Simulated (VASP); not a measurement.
# A VASP 6.6.1 relaxation on BAs

INCAR

```
ENCUT = 600
EDIFFG = -5E-3
LCHARG = .FALSE.
PREC = Accurate
ISIF = 3
LREAL = .FALSE.
LWAVE = .FALSE.
EDIFF = 1E-7
LASPH = .TRUE.
SIGMA = 0.2
NELM = 66
ISMEAR = -4
IBRION = 2
NSW = 40
NBANDS = 11
PSTRESS = 20
GGA = PS
```

KPOINTS

```
KPOINTS created by Atomic Simulation Environment
0
Gamma
8 8 8
0 0 0
```

POSCAR

```
B  As
 1.0000000000000000
     0.0000000000000000    2.3052873175144932    2.3052873175144932
     2.3052873175144932    0.0000000000000000    2.3052873175144932
     2.3052873175144932    2.3052873175144932    0.0000000000000000
 B   As
   1   1
Cartesian
 -0.0000000000000000 -0.0000000000000000  0.0000000000000000
  2.3052873175144932  2.3052873175144932  2.3052873175144932
```

The recommended PBE PAW datasets give the neutral cell 8 valence electrons.

Command

```
mpirun -np 1 vasp_std
```

Task: Predict the outcome of this run.

Result: It converged. Results: relaxed cell vector lengths 3.219, 3.219, 3.219 Å; relaxed cell volume 23.58 Å³.

OSZICAR

```
N       E                     dE             d eps       ncg     rms          rms(c)
DAV:   1     0.137428630839E+02    0.13743E+02   -0.42371E+03   638   0.736E+02
DAV:   2    -0.975808927087E+01   -0.23501E+02   -0.22874E+02   887   0.109E+02
DAV:   3    -0.104645621492E+02   -0.70647E+00   -0.70053E+00   761   0.166E+01
DAV:   4    -0.104663939870E+02   -0.18318E-02   -0.18309E-02   712   0.900E-01
DAV:   5    -0.104663952835E+02   -0.12964E-05   -0.12976E-05   749   0.271E-02    0.369E+00
DAV:   6    -0.102800537992E+02    0.18634E+00   -0.72848E-01   662   0.295E+00    0.185E+00
DAV:   7    -0.102748276779E+02    0.52261E-02   -0.44494E-02   724   0.115E+00    0.877E-01
DAV:   8    -0.102733648256E+02    0.14629E-02   -0.16277E-03   683   0.285E-01    0.478E-02
DAV:   9    -0.102733541207E+02    0.10705E-04   -0.16584E-04   706   0.553E-02    0.326E-02
DAV:  10    -0.102733570697E+02   -0.29490E-05   -0.10598E-05   739   0.205E-02    0.427E-03
...
   2 F= -.99787175E+01 E0= -.99787175E+01  d E =-.112223E-01
       N       E                     dE             d eps       ncg     rms          rms(c)
DAV:   1    -0.102809746529E+02   -0.13780E-01   -0.10948E-01   641   0.185E+00    0.310E-01
DAV:   2    -0.102782468470E+02    0.27278E-02   -0.56430E-03   647   0.349E-01    0.154E-01
DAV:   3    -0.102775508848E+02    0.69596E-03   -0.11236E-03   677   0.156E-01    0.480E-02
DAV:   4    -0.102774467203E+02    0.10416E-03   -0.12777E-04   683   0.628E-02    0.179E-02
DAV:   5    -0.102774451183E+02    0.16020E-05   -0.55251E-06   718   0.119E-02    0.101E-02
DAV:   6    -0.102774452533E+02   -0.13501E-06   -0.42623E-07   660   0.345E-03    0.297E-04
DAV:   7    -0.102774452558E+02   -0.24895E-08   -0.13376E-08   370   0.655E-04
   3 F= -.99831306E+01 E0= -.99831306E+01  d E =-.156355E-01
```

Standard output (part)

```
POSCAR found type information on POSCAR B As
 POSCAR found :  2 types and       2 ions
 LDA part: xc-table for (Slater+PW92), standard interpolation
 POSCAR, INCAR and KPOINTS ok, starting setup
 WAVECAR not read
 entering main loop
 curvature:   0.00 expect dE= 0.000E+00 dE for cont linesearch  0.000E+00
 search vector abs. value=  0.464E-01
 bond charge predicted
|     Tetrahedron method does not include variations of the Fermi             |
|     occupations, so forces and stress will be inaccurate. We suggest        |
|     using a different smearing scheme ISMEAR = 1 or 2 for metals in         |
|     relaxations.                                                            |
 trial-energy change:   -0.011222  1 .order   -0.010314   -0.046406    0.025777
 bond charge predicted
|     Tetrahedron method does not include variations of the Fermi             |
|     occupations, so forces and stress will be inaccurate. We suggest        |
|     using a different smearing scheme ISMEAR = 1 or 2 for metals in         |
|     relaxations.                                                            |
 curvature:  -0.32 expect dE=-0.380E-08 dE for cont linesearch -0.380E-08
 search vector abs. value=  0.119E-07
 reached required accuracy - stopping structural energy minimisation
|     Tetrahedron method does not include variations of the Fermi             |
|     occupations, so forces and stress will be inaccurate. We suggest        |
...
```

```json
{"ionic step": "1", "ΔH (meV/atom)": "0.0", "volume (Å³)": "24.50", "largest force (eV/Å)": "0.000", "pressure (GPa)": "-3.24", "electronic steps": "12"}
{"ionic step": "2", "ΔH (meV/atom)": "-5.6", "volume (Å³)": "23.11", "largest force (eV/Å)": "0.000", "pressure (GPa)": "5.08", "electronic steps": "7"}
{"ionic step": "3", "ΔH (meV/atom)": "-7.8", "volume (Å³)": "23.58", "largest force (eV/Å)": "0.000", "pressure (GPa)": "2.00", "electronic steps": "7"}
```

For comparison, a separate PBEsol relaxation on usual settings, not on those above, ends at 24.08 Å³.
